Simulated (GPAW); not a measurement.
The system is SiC.

```
Si C
1.0
     3.07569    0.00000    0.00000
    -1.53785    2.66363    0.00000
     0.00000    0.00000   10.07065
Si C
4 4
Direct
  0.00000 0.00000 0.18789
  0.00000 0.00000 0.68789
  0.33333 0.66667 0.43784
  0.66667 0.33333 0.93784
  0.00000 0.00000 0.00046
  0.00000 0.00000 0.50046
  0.33333 0.66667 0.24980
  0.66667 0.33333 0.74980
```

The cell is a database's computed one.

```yaml
Program: GPAW 26.7.0
Task: relaxation of cell and atoms
Functional: PW91
Potentials_or_basis: PAW data sets generated in the run's folder for this functional
Cutoff: 800 eV
Basis: pw
k_mesh: 6 × 6 × 2
Occupations: fermi-dirac, width 0.05 eV
Spin: no spin polarisation
```

At the start: pressure 4.7 GPa; volume 10.31 Å³/atom.

Problem. How do energy, volume and symmetry change on relaxing?

Solution. Over 3 steps the energy falls by 3.5 meV/atom and the volume is 10.53 Å³/atom (+2.1 %); space group P6_3mc (No. 186, to 0.05 Å).

Step by step:
```
step  energy change (eV)  largest force (eV/Å)  pressure (GPa)  volume (Å³)
   1              0.0000                0.0030            4.72        82.50
   2             -0.0040                0.0021            4.34        82.64
   3             -0.0282                0.0056            0.08        84.23
```

Final structure:
```cif
data_structure
_symmetry_space_group_name_H-M 'P 1'
_symmetry_Int_Tables_number 1
_cell_length_a 3.0973
_cell_length_b 3.0973
_cell_length_c 10.1382
_cell_angle_alpha 90.000
_cell_angle_beta 90.000
_cell_angle_gamma 120.000
_cell_volume 84.23
loop_
_atom_site_label
_atom_site_type_symbol
_atom_site_fract_x
_atom_site_fract_y
_atom_site_fract_z
_atom_site_occupancy
Si1 Si 0.00000 0.00000 0.18788 1
Si2 Si 0.00000 0.00000 0.68788 1
Si3 Si 0.33333 0.66667 0.43786 1
Si4 Si 0.66667 0.33333 0.93786 1
C1 C 0.00000 0.00000 0.00042 1
C2 C 0.00000 0.00000 0.50042 1
C3 C 0.33333 0.66667 0.24979 1
C4 C 0.66667 0.33333 0.74979 1
```

Caveat: the k mesh is coarse; later steps reuse the first step's grids.
